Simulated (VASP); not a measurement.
Set up this calculation in VASP 6.6.1, as the native input.

```yaml
Task: single point
Functional: PBE
Potentials_or_basis: VASP PAW PBE potentials, release 64 (Te_GW)
Cutoff: 400 eV
k_mesh: 5 × 5 × 5
Occupations: gaussian, width 0.02 eV
Spin: no spin polarisation
Further_INCAR_settings: ALGO = Normal; EDIFF = 1e-06
```

The structure of Te lies in POSCAR:

```
Te
1.0
   -2.9577914636      3.8759656627      1.5351528885
    2.9577914636     -3.8759656627      1.5351528885
    2.9577914636      3.8759656627     -1.5351528885
Te
2
Direct
    0.0009290200      0.7509290200      0.2500000000
    0.9990709800      0.2490709800      0.7500000000
```

This isn't the form of Te at room conditions, which is trigonal, of chains.

These files were run (other wordings do the same):

INCAR

```
SYSTEM = Te
PREC = Accurate
ENCUT = 400
EDIFF = 1E-6
ISMEAR = 0
SIGMA = 0.02
LREAL = .FALSE.
LASPH = .TRUE.
NELM = 60
ALGO = Normal
ISIF = 2
LWAVE = .FALSE.
LCHARG = .FALSE.
GGA = PE
```

KPOINTS

```
Automatic mesh
0
G
  5 5 5
  0 0 0
```

Potentials or basis: VASP PAW PBE potentials, release 64 (Te_GW).

The run is started by

```sh
$ cat potpaw_PBE.64/Te_GW/POTCAR > POTCAR
$ mpirun -np 1 vasp_std > vasp.out
```

It gave:

The pressure is 0.2 GPa and the largest force is 0.014 eV/Å. The band gap on the k mesh is none (metal or under the smearing width).

Caveat: the k mesh is coarse (spacing up to 0.46 Å⁻¹), so the values aren't converged.

Wall time 13 s on 1 thread of Intel(R) Xeon(R) Platinum 8488C (Sapphire Rapids), with other jobs on the host, peak memory 0.19 GiB.
